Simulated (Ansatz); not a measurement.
# Volumes and bulk moduli along group 11 and 12

Level of theory: DFT, r2SCAN, plane waves (500 eV) with PAW, scalar-relativistic in Ansatz 0.2.0. (PAW data from PBE, frozen cores regenerated.)

Each structure is relaxed within its symmetry, in the lowest magnetic state of the tried starts. B₀ comes from uniform scaling at fixed shape; a dash is a value not given.

```
element                structure  V (Å³/atom)  B₀ (GPa)     magnetic state
     Cu                      fcc        11.43       163  spin not included
     Ag                      fcc        17.28       104  spin not included
     Au                      fcc        17.52       154  spin not included
     Zn                      hcp        14.37        92  spin not included
     Cd                      hcp        22.19        56  spin not included
     Hg  alpha-Hg (rhombohedral)        26.32         -  spin not included
```
